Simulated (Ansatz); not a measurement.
Write the native input for Ansatz 0.2.0 that does the following.

- Task: elastic constants
- Functional: LDA
- Potentials or basis: Ansatz PAW
- Cutoff: 420 eV (not typed: the program's choice for these potentials)
- k mesh: 9 × 9 × 9
- Occupations: fermi-dirac, width 0.05 eV
- Spin: no spin polarisation
- Atoms under strain: clamped

The system is Mo.

```
Mo
1.0
    -1.58381    1.58381    1.58381
     1.58381   -1.58381    1.58381
     1.58381    1.58381   -1.58381
Mo
1
Cartesian
  0.0000 0.0000 0.0000
```

The input as run:

input.yaml

```yaml
crystal:
  lattice:
    - [-1.5838089719, 1.5838089719, 1.5838089719]
    - [1.5838089719, -1.5838089719, 1.5838089719]
    - [1.5838089719, 1.5838089719, -1.5838089719]
  atoms:
    - { symbol: Mo, position: [0.0, 0.0, 0.0] }
hamiltonian:
  xc: lda
  pseudopotentials: { kind: paw }
kpoints:
  mp_grid: { grid: [9, 9, 9] }
scf:
  occupations: { method: fermi_dirac, width: 0.05 }
output:
  forces: true
  stress: true
elastic:
  mode: clamped_ion
  stencil: two_point
```

Potentials or basis: Ansatz PAW.

Command:

```sh
$ ansatz run input.yaml --threads 2 --pin off --max-ram 5632MiB --backend cpu --events-out ev --progress --plain --runs-dir out
```

It gave:

```yaml
Pressure: -14.4 GPa
Band_gap_on_the_k_mesh: none (metal or under the smearing width)
Elastic_constants_C11_C12_C44: 423, 138, 92 GPa
Voigt_bulk_modulus: 233 GPa
```

Caveat: the cell is more than 3 GPa from zero pressure, which shifts response properties; elastic constants of metals need much finer meshes, so these are rough; the PAW data sets come from PBE, with cores solved anew for the run's functional, which leaves a small shift of forces and pressure.

Run time: 3.4 s on 2 threads of Intel(R) Xeon(R) Processor @ 2.70GHz, with other jobs on the host, peak memory 0.32 GiB.
